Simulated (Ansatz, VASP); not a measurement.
MgO: VASP beside Ansatz

File INCAR:

```
SYSTEM = MgO
ALGO = Normal
EDIFF = 1E-6
ENCUT = 520
GGA = CA
ISIF = 2
ISMEAR = 0
LASPH = .TRUE.
LCHARG = .FALSE.
LREAL = .FALSE.
LWAVE = .FALSE.
NBANDS = 11
NELM = 100
PREC = Accurate
SIGMA = 0.05
```

KPOINTS

```
k-points
0
G
  9 9 8
  0 0 0
```

POSCAR

```
MgO
1.0
    2.9380209034      0.0000000000      0.0000000000
   -1.4690104517      2.5444007392      0.0000000000
    0.0000000000      0.0000000000      2.7600704000
Mg O
1 1
Direct
    0.0000000000      0.0000000000      0.0000000000
    0.3333333333      0.6666666667      0.5000000000
```

Input for Ansatz:

```yaml
crystal:
  lattice:
    - [2.9380209034, 0.0, 0.0]
    - [-1.4690104517, 2.5444007392, 0.0]
    - [0.0, 0.0, 2.7600704]
  atoms:
    - { symbol: Mg, position: [0.0, 0.0, 0.0] }
    - { symbol: O, position: [0.3333333333, 0.6666666667, 0.5] }
basis:
  ecutwfc: 420
kpoints:
  mp_grid: { grid: [9, 9, 8] }
hamiltonian:
  xc: lda
scf:
  occupations: { method: gaussian, width: 0.05 }
output:
  forces: true
  stress: true
  eigenvalues: true
```

Change from the starting cell: strain +0.000 along x and y, +0.030 along z, atoms carried along.

Alike in both runs: task single point; functional LDA; k mesh 9 × 9 × 8; occupations gaussian, width 0.05 eV; no spin polarisation.

|  | VASP | Ansatz |
| --- | --- | --- |
| version | VASP 6.6.1 | Ansatz 0.2.0 |
| potentials or method | VASP PAW LDA potentials, release 64 (Mg, O) | scalar-relativistic, plane waves, PAW |
| plane-wave cutoff (eV) | 520 | 420 |
| valence electrons in the cell | 8 | 16 |

```tsv
	VASP	Ansatz	Ansatz less VASP
gap on the k mesh at the Fermi level (eV)	2.64	2.65	+0.006
least direct gap on the mesh (eV)	3.08	3.08	+0.003
pressure (GPa)	-14.7	-13.2	+1.51
largest component of the traceless stress (GPa)	11.36	11.22	-0.145
```

The two sets of potentials don't hold the same shells in valence.

Caveats: an odd mesh through Γ misses points on the zone boundary, where band edges often lie.
